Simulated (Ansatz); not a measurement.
# Structure search for BeSe₂

All numbers below come from DFT PBE, scalar-relativistic, plane waves, PAW in Ansatz. Settings: cutoff 420 eV, Γ-centred meshes spaced at most about 0.3 Å⁻¹, and about 0.25 Å⁻¹ or finer for metals (2π included), Gaussian smearing. No spin polarisation.

Formation energies are uncorrected and refer to the elements' standard structures at the same level.

All energies are static (0 K, no zero-point motion). Only the structures computed here compete, so a lower one can exist. No dispersion correction is applied, so the spacing and binding between layers, chains or molecules are poorly described (P4/nmm, Ibam, P6_3/mmc), and this can change margins and order among such cells. Kohn–Sham gaps at this level usually fall short of measured ones. The reference form of Se is held partly by dispersion forces, which this level lacks.

Invented guesses were relaxed alike, and ends that match in structure were merged. ΔE counts from the first row. Coordination counts Se atoms around Be (those within 1.25 times the shortest such distance or 1.15 times the sum of covalent radii; a plus sign parts nearer from farther groups; the shortest distance is added where it is long for a bond). The ends were matched against large subsets of the Crystallography Open Database and the Materials Project, so a missing match doesn't prove that a structure is unreported.

```csv
#,reached from,type and space group,atoms,Å³/atom,coordination,ΔE (meV/atom),gap on mesh (eV),in databases
1,a cell proposed by chemical analogy,P4/nmm (No. 129),6,26.1,Be 4,0,0.00,no match
2,a cell proposed by chemical analogy,Ibam (No. 72),6,19.8,Be 4,30,0.69,no match
3,a cell proposed by chemical analogy,"pyrite, Pa-3 (No. 205)",12,17.5,Be 6,128,0.75,no match
4,2H molybdenite type (P6_3/mmc),"2H molybdenite, P6_3/mmc (No. 194)",6,19.3,Be 6,331,0.00,no match
5,random cell,F-43m (No. 216),3,20.6,Be 4+6 from 2.7 Å,1212,0.00,no match
```

The lowest: Space group P4/nmm (No. 129), tetragonal, a = 3.694 Å, c = 11.472 Å. Be is surrounded by 4 Se at 2.28 Å and 4 Be at 2.61 Å; Se on a site of symmetry 4mm is surrounded by 4 Be at 2.28 Å; Se on a site of symmetry -4m2 is surrounded by 4 Se at 2.61 Å. Its energy over the elements is −0.39 eV/atom. A negative formation energy is needed for stability but isn't enough: competing phases decide. An observed structure of this formula, if there is one, may be missing.

Space group P4/nmm:1 (No. 129). a = 3.694 Å, b = 3.694 Å, c = 11.472 Å, α = 90.00°, β = 90.00°, γ = 90.00°
```json
{"atom": "Be", "site": "2a", "symmetry": "-4m2", "x": "0.5000", "y": "0.5000", "z": "0.0000"}
{"atom": "Se", "site": "2c", "symmetry": "4mm", "x": "0.5000", "y": "0.0000", "z": "0.8838"}
{"atom": "Se", "site": "2b", "symmetry": "-4m2", "x": "0.5000", "y": "0.5000", "z": "0.5000"}
```

The second: Space group Ibam (No. 72), orthorhombic, a = 4.153 Å, b = 9.118 Å, c = 6.260 Å. Around Be lie 4 Se at 2.28 Å; around Se lie 2 Be at 2.28 Å and 1 Se at 2.50 Å. Counting Se atoms around Be, the first and the second both have Be 4. The first holds Se–Se nets (shortest 2.61 Å); the second holds Se–Se pairs (shortest 2.50 Å). Cells relaxed within their symmetry can be saddle points.

```cif
data_structure
_symmetry_space_group_name_H-M 'Ibam'
_symmetry_Int_Tables_number 72
_cell_length_a 4.1531
_cell_length_b 9.1179
_cell_length_c 6.2597
_cell_angle_alpha 90.000
_cell_angle_beta 90.000
_cell_angle_gamma 90.000
_cell_volume 237.04
loop_
_atom_site_label
_atom_site_type_symbol
_atom_site_symmetry_multiplicity
_atom_site_Wyckoff_symbol
_atom_site_fract_x
_atom_site_fract_y
_atom_site_fract_z
_atom_site_occupancy
Be1 Be 4 a 0.50000 0.50000 0.75000 1
Se1 Se 8 j 0.31923 0.10939 0.00000 1
```

Some structure types and database cells were kept out of the candidates from the start, so a known form may be missing.
